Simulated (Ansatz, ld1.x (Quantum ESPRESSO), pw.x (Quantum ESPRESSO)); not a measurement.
pw.x on sc Pt: one setting changed

Potential: ultrasoft, ld1.x (Quantum ESPRESSO) 7.5, PBE; core [Kr] 4d10 4f14, reference 5s2 5p6 5d9 6s1 6p0; waves: 5s (bound): rcut 1.45, rcutus 1.55 bohr; 6s (bound): rcut 1.45, rcutus 1.55 bohr; 5p (bound): rcut 1.45, rcutus 1.55 bohr; 6p (bound, empty): rcut 1.45, rcutus 1.55 bohr; 5d (bound): rcut 1.25, rcutus 1.40 bohr; 5d channel at 3.5 Ry: rcut 1.25, rcutus 1.40 bohr; local part: all-electron potential smoothed inside 1.35 bohr (lloc = -1); core correction: Bessel-smoothed model core, default radius (core density twice the valence density); augmentation: PSQ, radius 1.00 bohr.

The reference run (k-mesh 12³, cutoffs 120/900 Ry, Fermi–Dirac 0.01 Ry, mixing_beta 0.4, conv_thr 1e-9, no spin) gives -2.25 GPa at 18.193 Å³/atom, where all-electron LAPW gives -0.80 GPa. This run, with its own iteration cap, changes k-mesh shift to 1.

```
&control
  calculation='scf', prefix='x', pseudo_dir='./', outdir='./tmp', tstress=.true., disk_io='none'
/
&system
  ibrav=0, nat=1, ntyp=1, ecutwfc=120, ecutrho=900, nbnd=17,
  occupations='smearing', smearing='fd', degauss=0.01
/
&electrons
  conv_thr=1e-09, mixing_beta=0.4, electron_maxstep=50
/
ATOMIC_SPECIES
Pt 1.0 Pt.UPF
CELL_PARAMETERS angstrom
  2.63007484 0.00000000 0.00000000
  0.00000000 2.63007484 0.00000000
  0.00000000 0.00000000 2.63007484
ATOMIC_POSITIONS crystal
Pt 0.0000 0.0000 0.0000
K_POINTS automatic
12 12 12 1 1 1
```

```bash
pw.x < Pt.scf.in > Pt.scf.out
```

How does the run end?

It converges in 9 iterations; the free energy moves by +12.1 meV/atom and the pressure by +0.10 GPa.

```
Message from routine setup:
     using ibrav=0 with symmetry is DISCOURAGED, use correct ibrav instead
     lattice parameter (alat)  =       4.9701  a.u.
     unit-cell volume          =     122.7724 (a.u.)^3
     number of electrons       =        18.00
     number of Kohn-Sham states=           17
     kinetic-energy cutoff     =     120.0000  Ry
     charge density cutoff     =     900.0000  Ry
     scf convergence threshold =      1.0E-09
     Exchange-correlation= PBE
     number of k points=    56  Fermi-Dirac smearing, width (Ry)=  0.0100
     iteration #  1     ecut=   120.00 Ry     beta= 0.40
     total energy              =    -381.01837518 Ry
     estimated scf accuracy    <       0.08153272 Ry
     iteration #  2     ecut=   120.00 Ry     beta= 0.40
     total energy              =    -381.03445836 Ry
     estimated scf accuracy    <       0.00178430 Ry
     iteration #  3     ecut=   120.00 Ry     beta= 0.40
     total energy              =    -381.03506383 Ry
     estimated scf accuracy    <       0.00070501 Ry
     iteration #  4     ecut=   120.00 Ry     beta= 0.40
     total energy              =    -381.03510648 Ry
     estimated scf accuracy    <       0.00006619 Ry
     iteration #  5     ecut=   120.00 Ry     beta= 0.40
     total energy              =    -381.03512681 Ry
     estimated scf accuracy    <       0.00000193 Ry
     iteration #  6     ecut=   120.00 Ry     beta= 0.40
     total energy              =    -381.03512830 Ry
     estimated scf accuracy    <       0.00000024 Ry
     iteration #  7     ecut=   120.00 Ry     beta= 0.40
     total energy              =    -381.03512835 Ry
     estimated scf accuracy    <          5.3E-09 Ry
     iteration #  8     ecut=   120.00 Ry     beta= 0.40
     total energy              =    -381.03512835 Ry
     estimated scf accuracy    <          5.4E-09 Ry
     iteration #  9     ecut=   120.00 Ry     beta= 0.40
     the Fermi energy is    18.3915 ev
!    total energy              =    -381.03512835 Ry
     estimated scf accuracy    <          4.0E-10 Ry
     smearing contrib. (-TS)   =      -0.00636424 Ry
     The total energy is F=E-TS. E is the sum of the following terms:
     one-electron contribution =     -73.76966715 Ry
     hartree contribution      =      46.74672463 Ry
     xc contribution           =    -169.04365298 Ry
     ewald contribution        =    -184.96216861 Ry
     convergence has been achieved in   9 iterations
          total   stress  (Ry/bohr**3)                   (kbar)     P=      -21.58
     Message from routine punch:
     Nothing written, as per user request (disk_io='none')
```

The run took about 29 s on one core of a shared host (Intel(R) Xeon(R) Platinum 8488C, 96 threads, 186 GiB, load 34).
